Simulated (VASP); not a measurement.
A run of VASP 6.6.1:

Contents of INCAR:

```
SYSTEM = NbN
ALGO = Normal ; EDIFF = 1E-7
ENCUT = 700 ; GGA = PE
ISIF = 2 ; ISMEAR = 1
LASPH = .True. ; LCHARG = .True.
LREAL = .False. ; LVHAR = .True.
LWAVE = .False. ; NELM = 60
PREC = Accurate ; SIGMA = 0.1
```

Contents of KPOINTS:

```
k-points
0
Gamma
  16 16 16
  0 0 0
```

File POSCAR:

```
NbN                                     
1.0
   -0.0000000000      2.2092228305      2.2092228305
    2.2092228305     -0.0000000000      2.2092228305
    2.2092228305      2.2092228305     -0.0000000000
  Nb              N             
     1     1
Direct
     0.0000000000000000    0.0000000000000000    0.0000000000000000
     0.5000000000000000    0.5000000000000000    0.5000000000000000
```

Potentials or basis: VASP PAW PBE potentials, release 64 (Nb_sv, N).

Launch:

```bash
$ cat potpaw_PBE.64/Nb_sv/POTCAR potpaw_PBE.64/N/POTCAR > POTCAR
$ mpirun -np 1 vasp_std > vasp.out
```

Hardware: 1 thread of Intel(R) Xeon(R) 6975P-C (Granite Rapids) (shared host).

How long does it take, and how much memory?

Wall time 31 s on 1 thread of Intel(R) Xeon(R) 6975P-C (Granite Rapids) (shared host), peak memory 0.2 GiB. Counts: scf iterations 15, k points 145.
